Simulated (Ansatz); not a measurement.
NiO in Ansatz: the effect of target pressure

NiO:

```
Ni O
1.0
     0.00000    2.08590    2.08590
     2.08590    0.00000    2.08590
     2.08590    2.08590    0.00000
Ni O
1 1
Direct
  0.00000 0.00000 0.00000
  0.50000 0.50000 0.50000
```

Alike in all runs:

| Property | Result |
| --- | --- |
| Program | Ansatz 0.2.0 |
| Task | relaxation of cell and atoms |
| Functional | PBE |
| Potentials or basis | Ansatz PAW |
| Cutoff | 420 eV (not typed: the program's choice for these potentials) |
| k mesh | 11 × 11 × 11 |
| Occupations | fermi-dirac, width 0.05 eV |
| Spin | collinear spin, ferromagnetic start |
| Starting moments | [1.0, 0.0] μB |

Each run relaxes the cell or the atoms first.

```tsv
target pressure	relaxed volume (Å³/atom)	moment (μB)
0 GPa	9.37	1.81
2 GPa	9.27	1.79
5 GPa	9.11	1.74
10 GPa	8.87	1.63
20 GPa	8.48	1.49
30 GPa	?	?
```

Question: What does the run with target pressure 30 GPa give?

Answer: Relaxed volume 8.17 Å³/atom; moment 1.33 μB.

Worked out: In Murnaghan's law V^(-B') rises as a straight line in P. The other rows fit best with B' = 3.9, V0 = 9.38 Å³/atom and B0 = 163 GPa, which gives 8.16 Å³/atom at 30 GPa, against the run's 8.17. A parabola through the other rows of the moment, of slope -0.0118 μB per GPa there, extrapolates to 1.36 μB, against the run's 1.33.

Caveats: the plane-wave basis is chosen anew once the cell has moved, so the energies of steps on either side of that aren't comparable; a cell with one magnetic atom can't hold antiferromagnetic order, which such compounds often take.
